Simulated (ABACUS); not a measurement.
Runs of ABACUS 3.10.1 on Li. Symmetry: Fm-3m, No. 225, cubic system. The conventional cell has a = 4.404 Å, b = 4.404 Å, c = 4.404 Å, α = 90.00°, β = 90.00°, γ = 90.00°. Li (site symmetry m-3m) is surrounded by 12 Li at 3.11 Å. This isn't the form of Li at room conditions, which is bcc.

| task | potentials or basis | cell | orbital files | gap on the mesh (eV) | pressure (GPa) | V0 of scaled cells (Å³/atom) | B0 (GPa) |
| --- | --- | --- | --- | --- | --- | --- | --- |
| equation of state | PseudoDojo NC SR 0.4.1 PBE standard, TZDP LCAO (the cutoffs set its grid) | as given | Li Li_confined-atom_8au_4s2p1d.orb | - | - | 20.20 | 14 |
| single point | PseudoDojo NC SR 0.4.1 PBE standard, DZP LCAO (the cutoffs set its grid) | as given | Li Li_confined-atom_8au_3s1p.orb | none | -0.6 | - | - |
| single point | PseudoDojo NC SR 0.4.1 PBE standard, TZDP LCAO (the cutoffs set its grid) | as given | Li Li_confined-atom_8au_4s2p1d.orb | none | -0.7 | - | - |
| equation of state | PseudoDojo NC SR 0.4.1 PBE standard, DZP LCAO (the cutoffs set its grid) | as given | Li Li_confined-atom_8au_3s1p.orb | - | - | (a) | 14 |
| single point | PseudoDojo NC SR 0.4.1 PBE standard, DZP LCAO (the cutoffs set its grid) | cell strained at random at fixed volume | Li Li_confined-atom_8au_3s1p.orb | none | -0.7 | - | - |

Alike in all rows: level PBE; no spin polarisation; k mesh 10 × 10 × 10; cutoff (eV) 1361; smearing fermi-dirac 0.05 eV.

Fill in the values left out.

(a) 20.30.

Caveats: the atomic orbitals were generated for these runs and aren't a published set; the basis of atomic orbitals isn't converged, which shifts pressures, moduli and gaps.

A gap of «none» marks a metal or a gap under the smearing width.
